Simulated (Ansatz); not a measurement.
The system is GaSb.

```
CELL_PARAMETERS angstrom
0.00000 3.05900 3.05900
3.05900 0.00000 3.05900
3.05900 3.05900 0.00000
ATOMIC_POSITIONS crystal
Sb 0.75000 0.75000 0.75000
Ga 0.00000 0.00000 0.00000
```

```yaml
Program: Ansatz 0.2.0
Task: relaxation of cell and atoms
Functional: PBEsol
Dispersion: D3(BJ)
Potentials_or_basis: Ansatz PAW
Cutoff: "420 eV (not typed: the program's choice for these potentials)"
k_mesh: 8 × 8 × 8
Occupations: fermi-dirac, width 0.05 eV
Spin: no spin polarisation
```

At the start: volume 28.62 Å³/atom.

**Question.** How do energy, volume and symmetry change on relaxing?

**Answer.** It ends after 5 steps and the volume is 27.56 Å³/atom (-3.7 %); space group F-43m (No. 216, to 0.05 Å).

The path:
| step | energy change (eV) | largest force (eV/Å) | volume (Å³) |
| --- | --- | --- | --- |
| 1 | 0.0000 | 0.0000 | 57.25 |
| 2 | -0.0125 | 0.0000 | 54.44 |
| 3 | -0.0138 | 0.0000 | 55.17 |
| 4 | -0.0139 | 0.0000 | 55.11 |
| 5 | -0.0134 | 0.0000 | 55.11 |

Final structure:
```xyz
2
Lattice="0.0000 3.0205 3.0205 3.0205 0.0000 3.0205 3.0205 3.0205 0.0000" Properties=species:S:1:pos:R:3 pbc="T T T"
Sb    4.5307    4.5307    4.5307
Ga    0.0000    0.0000    0.0000
```

Caveat: the plane-wave basis is chosen anew once the cell has moved, so the energies of steps on either side of that aren't comparable; the PAW data sets come from PBE, with cores solved anew for the run's functional, which leaves a small shift of forces and pressure.
